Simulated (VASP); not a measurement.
# P (Cmce) in VASP: further runs

The runs below take P through relaxation of cell and atoms, with PBE+D3(BJ).

Program: VASP 6.6.1. These are calculated values, not measurements. Logs are shortened: lines on timing, memory, paths and dates and some standing lists are left out, and cuts for length are marked.

## (1) Starting point

It takes space group Cmce (No. 64, orthorhombic). The conventional cell has a = 3.316 Å, b = 10.484 Å, c = 4.379 Å, α = 90.00°, β = 90.00°, γ = 90.00°. P (site symmetry m) is surrounded by 3 P at 2.22 to 2.24 Å.

## (2) Relaxation of cell and atoms, PBE+D3(BJ)

File INCAR:

```
PREC     = Accurate       # precision mode
ENCUT    = 600            # plane-wave cutoff, eV
EDIFF    = 1E-6           # SCF threshold, eV
ISMEAR   = -1             # smearing method
SIGMA    = 0.05           # smearing width, eV
LREAL    = False          # projectors in reciprocal space
LASPH    = True           # aspherical terms in the spheres
NELM     = 80             # most SCF steps
ALGO     = Fast           # electronic algorithm
ISIF     = 3              # what is computed and relaxed
LWAVE    = False          # write WAVECAR
LCHARG   = False          # write CHGCAR
GGA      = PE             # functional
IVDW     = 12             # dispersion correction
IBRION   = 2              # ionic algorithm
NSW      = 60             # ionic steps
EDIFFG   = -0.005         # ionic threshold
PSTRESS  = 0            
KPAR     = 2
```

File KPOINTS:

```
Automatic mesh
0
Gamma
  12 12 12
```

File POSCAR:

```
P
1.0
    1.6582000000     -5.2420000000      0.0000000000
    1.6582000000      5.2420000000      0.0000000000
    0.0000000000      0.0000000000      4.3793000000
P
4
Direct
    0.8983800000      0.1016200000      0.0806800000
    0.6016200000      0.3983800000      0.5806800000
    0.1016200000      0.8983800000      0.9193200000
    0.3983800000      0.6016200000      0.4193200000
```

Potentials or basis: VASP PAW PBE potentials, release 64 (P).

The run is started by

```bash
$ cat potpaw_PBE.64/P/POTCAR > POTCAR
$ mpirun -np 2 vasp_std > vasp.out
```

OUTCAR:

```text
PREC = Accurate
   ENCUT = 600
   EDIFF = 1E-6
   ISMEAR = -1
   LREAL = False
   LASPH = True
   NELM = 80
   ISIF = 3
   GGA = PE
   IVDW = 12
   IBRION = 2
   NSW = 60
   EDIFFG = -0.005
   PSTRESS = 0
 IVDW          = 12

 ion  position               nearest neighbor table
   1  0.898  0.102  0.081-   4 2.22   4 2.22   3 2.24
   2  0.602  0.398  0.581-   3 2.22   3 2.22   4 2.24
   3  0.102  0.898  0.919-   2 2.22   2 2.22   1 2.24
   4  0.398  0.602  0.419-   1 2.22   1 2.22   2 2.24

  LATTYP: Found a base centered orthorhombic cell.
 ALAT       =     3.3164000000
 B/A-ratio  =     3.1612591967
 C/A-ratio  =     1.3204981305

  Lattice vectors:

 A1 = (   1.6582000000,  -5.2420000000,   0.0000000000)
 A2 = (   1.6582000000,   5.2420000000,   0.0000000000)
 A3 = (   0.0000000000,   0.0000000000,   4.3793000000)

Analysis of symmetry for initial positions (statically):
=====================================================================
 Subroutine PRICEL returns:
 Original cell was already a primitive cell.

 Routine SETGRP: Setting up the symmetry group for a
 base centered orthorhombic supercell.

 Subroutine GETGRP returns: Found  8 space group operations
 (whereof  4 operations were pure point group operations)
 out of a pool of  8 trial point group operations.

The static configuration has the point symmetry C_2h.
 The point group associated with its full space group is D_2h.

Analysis of symmetry for dynamics (positions and initial velocities):
=====================================================================
 Subroutine PRICEL returns:
 Original cell was already a primitive cell.

 Routine SETGRP: Setting up the symmetry group for a
 base centered orthorhombic supercell.

 Subroutine GETGRP returns: Found  8 space group operations
 (whereof  4 operations were pure point group operations)
 out of a pool of  8 trial point group operations.

The dynamic configuration has the point symmetry C_2h.
 The point group associated with its full space group is D_2h.

 Subroutine INISYM returns: Found  8 space group operations
 (whereof  4 operations are pure point group operations),
 and found     1 'primitive' translations

----------------------------------------------------------------------------------------

                                     Primitive cell

  volume of cell :      76.1322

  direct lattice vectors                    reciprocal lattice vectors
     1.658200000 -5.242000000  0.000000000     0.301531781 -0.095383441  0.000000000
     1.658200000  5.242000000  0.000000000     0.301531781  0.095383441  0.000000000
     0.000000000  0.000000000  4.379300000     0.000000000  0.000000000  0.228346996

  length of vectors
[... 111 lines left out ...]
   GGA     = PE    functional components
   LHFCALC =     F    Hartree Fock is set to
   AEXX    =    0.0000 exact exchange contribution
   IVDW    =    12    specifies the selected vdW correction
   LEPSILON=     F    determine dielectric tensor
   LRPA    =     F    only Hartree local field effects (RPA)
 conjugate gradient relaxation of ions
 non-spin polarized calculation
 RMM-DIIS sequential band-by-band and
  energy-cutoff  :      600.00
  volume of cell :       76.13
 maximum number of plane-waves:      2578
 NGX is ok and might be reduce to    48
   NGX = 21   NGY = 21   NGZ = 17

--------------------------------------- Ionic step        1  -------------------------------------------

 number of electron      20.0000000 magnetization

 Free energy of the ion-electron system (eV)
  ---------------------------------------------------
  ext. energy  EPLUGINS =         0.00000000
  ---------------------------------------------------
  free energy    TOTEN  =       -21.46922880 eV

  energy without entropy =      -21.46834135  energy(sigma->0) =      -21.46878507

------------------------ aborting loop because EDIFF is reached ----------------------------------------

 Edisp (eV)   -1.46854

 E8    (eV) :    -0.5562
[... 111 lines left out ...]
  FREE ENERGIE OF THE ION-ELECTRON SYSTEM (eV)
  ---------------------------------------------------
  free  energy   TOTEN  =       -22.9464458626 eV

  energy  without entropy=      -22.9455472007  energy(sigma->0) =      -22.94599653

 E-fermi :   6.9436     XC(G=0):  -9.9927

 val. band max:        6.9061512163   @ k =  -0.4167   0.3333   0.0000
 cond. band min:       6.9437194695   @ k =   0.5000   0.1667   0.0000
 fundamental gap:      0.0375682532
 Fermi energy:         6.9435593139

 k-point     1 :       0.0000    0.0000    0.0000
  band No.  band energies     occupation
      1      -9.0747      2.00000
      2      -5.9841      2.00000
      3      -2.5692      2.00000
      4      -0.2134      2.00000
      5       1.8418      2.00000
      6       2.3352      2.00000
      7       2.9503      2.00000
      8       3.9578      2.00000
      9       4.4188      2.00000
     10       5.5143      2.00000
     11       7.6291      0.00000
     12       8.1578      0.00000
     13       8.9465      0.00000
     14      10.1352      0.00000
[... 379 lines left out ...]
      3      -3.3238      2.00000
      4       0.2547      2.00000
      5       0.9302      2.00000
      6       1.1639      2.00000
      7       2.3096      2.00000
      8       3.2755      2.00000
      9       4.6211      2.00000
     10       5.8874      2.00000
     11       7.3138      0.00122
     12       8.5524      0.00000
     13       9.7391      0.00000
     14      10.1653      0.00000

 [... further k-points ...]

[... ionic steps 4 to 9 ...]

--------------------------------------- Ionic step       10  -------------------------------------------

 number of electron      20.0000000 magnetization

------------------------ aborting loop because EDIFF is reached ----------------------------------------
[... 79 lines left out ...]
--------------------------------------- Ionic step       12  -------------------------------------------

 number of electron      20.0000000 magnetization

 Free energy of the ion-electron system (eV)
  ---------------------------------------------------
  ext. energy  EPLUGINS =         0.00000000
  ---------------------------------------------------
  free energy    TOTEN  =       -21.38132064 eV

  energy without entropy =      -21.38020191  energy(sigma->0) =      -21.38076128

 E-fermi :   7.4119     XC(G=0): -10.2496

 val. band max:        7.3808586834   @ k =   0.5000   0.1667   0.0000
 cond. band min:       7.4177705731   @ k =  -0.3333   0.3333   0.0000
 fundamental gap:      0.0369118897
 Fermi energy:         7.4119445224

 k-point     1 :       0.0000    0.0000    0.0000
  band No.  band energies     occupation
      1      -8.6379      2.00000
      2      -5.3040      2.00000
      3      -1.8029      2.00000
      4       0.0911      2.00000
      5       2.2841      2.00000
      6       3.1126      2.00000
      7       3.3047      2.00000
      8       4.5108      2.00000
      9       4.7284      2.00000
     10       5.9999      2.00000
     11       8.3779      0.00000
     12       8.6218      0.00000
     13       9.2883      0.00000
     14      10.8142      0.00000
[... 426 lines left out ...]
  FREE ENERGIE OF THE ION-ELECTRON SYSTEM (eV)
  ---------------------------------------------------
  free  energy   TOTEN  =       -22.9701824176 eV

  energy  without entropy=      -22.9690636887  energy(sigma->0) =      -22.96962305

 reached required accuracy - stopping structural energy minimisation
```

OSZICAR:

```text
N       E                     dE             d eps       ncg     rms          rms(c)
DAV:   1     0.721551680306E+02    0.72155E+02   -0.91879E+03  8428   0.136E+03
[... 94 lines left out ...]
RMM:   2    -0.213811833865E+02    0.10923E-04   -0.61082E-05  8431   0.586E-02    0.136E-02
RMM:   3    -0.213811786217E+02    0.47648E-05   -0.24575E-05  8487   0.317E-02    0.400E-03
RMM:   4    -0.213811785799E+02    0.41872E-07   -0.40896E-06  6462   0.145E-02
  11 F= -.22970182E+02 E0= -.22969622E+02  d E =-.300126E-04
       N       E                     dE             d eps       ncg     rms          rms(c)
DAV:   1    -0.213813208681E+02   -0.14225E-03   -0.29362E-05 11398   0.321E-02    0.331E-03
RMM:   2    -0.213813206400E+02    0.22805E-06   -0.11213E-06  4570   0.789E-03
  12 F= -.22970182E+02 E0= -.22969623E+02  d E =-.303786E-04
```

Run time: 11 min. Hardware: 2 MPI ranks of Intel Xeon 6975P-C (Granite Rapids), shared host; peak memory 0.49 GiB.

What came out:

- Free energy: -22.9702 eV
- Relaxed volume: 17.67 Å³/atom
- Relaxed cell: a = 5.360 Å, b = 5.360 Å, c = 4.181 Å, α = 90.00°, β = 90.00°, γ = 143.97°
- Space group after relaxing (to 0.05 Å): Cmce (No. 64)
- Energy gained by relaxing: 8.1 meV/atom
- Ionic steps: 12
- Pressure after relaxing: 0.0 GPa
- Largest force after relaxing: 0.005 eV/Å
- Band gap on the k mesh: none (metal or under the smearing width)
- Dispersion energy per atom: -0.397 eV

Forces on the atoms (eV/Å):
```
P    0.000 -0.002 -0.004
P    0.000  0.002 -0.004
P    0.000  0.002  0.004
P    0.000 -0.002  0.004
```

The path:
| step | energy change (eV) | largest force (eV/Å) | pressure (GPa) | volume (Å³) |
| --- | --- | --- | --- | --- |
| 1 | 0.0000 | 0.0754 | -1.43 | 76.13 |
| 2 | -0.0084 | 0.2297 | 0.41 | 74.27 |
| 3 | -0.0087 | 0.2037 | 0.13 | 74.54 |
| 4 | -0.0155 | 0.1091 | 0.01 | 73.91 |
| 5 | -0.0195 | 0.0923 | -0.16 | 72.93 |
| 6 | -0.0250 | 0.0676 | -0.14 | 72.35 |
| 7 | -0.0321 | 0.0194 | -0.02 | 70.83 |
| 8 | -0.0323 | 0.0255 | 0.01 | 70.57 |
| 9 | -0.0324 | 0.0122 | 0.04 | 70.62 |
| 10 | -0.0324 | 0.0079 | 0.03 | 70.61 |
| 11 | -0.0324 | 0.0039 | 0.01 | 70.66 |
| 12 | -0.0324 | 0.0046 | 0.01 | 70.67 |

Final structure:
```
P
1.0
     1.65781   -5.09710    0.00000
     1.65781    5.09710    0.00000
     0.00000    0.00000    4.18143
P
4
Cartesian
  1.6578 -4.0161 0.3053
  1.6578 -1.0810 2.3960
  1.6578 4.0161 3.8761
  1.6578 1.0810 1.7854
```

Caveat: pairwise dispersion overbinds metals, which lowers pressure and volume.

[end of part 1 of 2]
